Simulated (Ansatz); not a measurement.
# KI: further runs on the relaxed cell

An exercise on one series of results from a longer session: the logs are not shown, and one member is left open.

Method: DFT PBE, scalar-relativistic, plane waves, PAW, in Ansatz 0.2.0.

1 further run of the same task is left out (set aside as unsound or not needed).

## Starting point

Symmetry: Fm-3m, No. 225, cubic system. The conventional cell has a = 7.176 Å, b = 7.176 Å, c = 7.176 Å, α = 90.00°, β = 90.00°, γ = 90.00°. K (site symmetry m-3m) is surrounded by 6 I at 3.59 Å. Around I (site symmetry m-3m) lie 6 K at 3.59 Å.

As a file:

```
K I
1.0
     0.00000    3.58818    3.58818
     3.58818    0.00000    3.58818
     3.58818    3.58818    0.00000
K I
1 1
Cartesian
  0.0000 0.0000 0.0000
  3.5882 3.5882 3.5882
```

It is the result of an earlier relaxation at this level (volume 46.20 Å³/atom; gap on the mesh: 3.86 eV).

Set-up of the first run:

Contents of input.yaml:

```yaml
crystal:
  lattice:
    - [0.0, 3.5881814904, 3.5881814904]
    - [3.5881814904, 0.0, 3.5881814904]
    - [3.5881814904, 3.5881814904, 0.0]
  atoms:
    - { symbol: K, position: [0.0, 0.0, 0.0] }
    - { symbol: I, position: [0.5, 0.5, 0.5] }
basis:
  ecutwfc: 420
kpoints:
  mp_grid: { grid: [6, 6, 6] }
  band_path:
    path:
      - [[0.0, 0.0, 0.0], [0.5, 0.0, 0.5], [0.625, 0.25, 0.625]]
      - [[0.375, 0.375, 0.75], [0.0, 0.0, 0.0], [0.5, 0.5, 0.5], [0.5, 0.25, 0.75], [0.5, 0.0, 0.5]]
    npoints: 14
hamiltonian:
  xc: pbe
scf:
  occupations: { method: gaussian, width: 0.02 }
  n_extra_bands: 6
output:
  forces: true
  stress: true
  eigenvalues: true
  populations: true
  dos: { projected: true, de: 0.02, nscf_kmesh: { grid: [9, 9, 9] } }
  bader: true
```

The run is started by

```bash
> ansatz run input.yaml --threads 1 --pin off --max-ram 2560MiB --backend cpu --events-out ev --progress --plain --runs-dir out
```

Among the steps run: Bands, states and charges; Band edges anywhere in the zone; Levels beside the edges; The cell scaled to 0.97 of its volume; The cell scaled to 1.03 of its volume; Point at V/V0 = 0.94; The cell scaled to 1.06 of its volume.

One table of the session follows, with a row left open; its other results are not shown here.

It belongs to the step «Fit of the equation of state». 

```
volume (Å³/atom)  energy above the lowest point (meV/atom)  pressure (GPa)  gap on the mesh (eV)
          43.426                                       6.7            0.80                  4.00
          44.812                                         ?               ?                     ?
          46.198                                       0.0            0.03                  3.86
          47.584                                       1.1           -0.27                  3.80
          48.970                                       4.5           -0.52                  3.74
```

**Question.** Estimate the row for volume (Å³/atom) = 44.812.

Worked estimate for «energy above the lowest point (meV/atom)». A straight line through the neighbours (43.426, 6.7) and (46.198, 0.0) gives 6.7 + (0.0 − 6.7) × (44.812 − 43.426) / (46.198 − 43.426) = 3.4; a parabola fitted to 3 rows on both sides gives 1.9.

**Answer.** energy above the lowest point (meV/atom): 1.7; pressure (GPa): 0.38; gap on the mesh (eV): 3.93. In «energy above the lowest point (meV/atom)» the line misses by +1.7 and the parabola by +0.2.
